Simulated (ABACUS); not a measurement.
# Zn under changes of volume

One of the cells (15.330 Å³/atom); the others are scaled copies at fixed shape and fractional positions:

```
Zn
1.0
     2.67000    0.00000    0.00000
    -1.33500    2.31229    0.00000
     0.00000    0.00000    4.96600
Zn
2
Direct
  0.66667 0.33333 0.75000
  0.33333 0.66667 0.25000
```

| Item | Value |
| --- | --- |
| Program | ABACUS 3.10.1 |
| Functional | PBEsol |
| Potentials or basis | PseudoDojo NC SR 0.4.1 PBEsol standard |
| Cutoff | 1143 eV |
| Density cutoff | 4572 eV |
| Basis | plane waves |
| k mesh | 11 × 11 × 6 |
| Occupations | fermi-dirac, width 0.05 eV |
| Spin | no spin polarisation |

```csv
volume (Å³/atom),energy over the lowest point (meV/atom),pressure (GPa)
14.410,0.00,-1.2
14.716,4.09,-2.9
15.023,11.23,-4.4
15.330,21.05,-5.7
15.636,33.21,-6.8
15.943,?,?
16.249,63.37,-8.7
```

What does the run at 15.943 Å³/atom give?

Energy over the lowest point 47.40 meV/atom; pressure -7.8 GPa.

Worked out: A Birch-Murnaghan fit of order 3 (a polynomial in V^(-2/3)) to the other rows has its minimum at 14.21 Å³/atom, just outside them, with B0 = V·E''(V) = 92 GPa and B' = 5.1 at fixed shape and positions, which overstates the stiffness. It gives 47.42 meV/atom at 15.943 Å³/atom, against the run's 47.40, and -dE/dV = -7.9 GPa, against -7.8.

Energies are extrapolated to zero smearing.
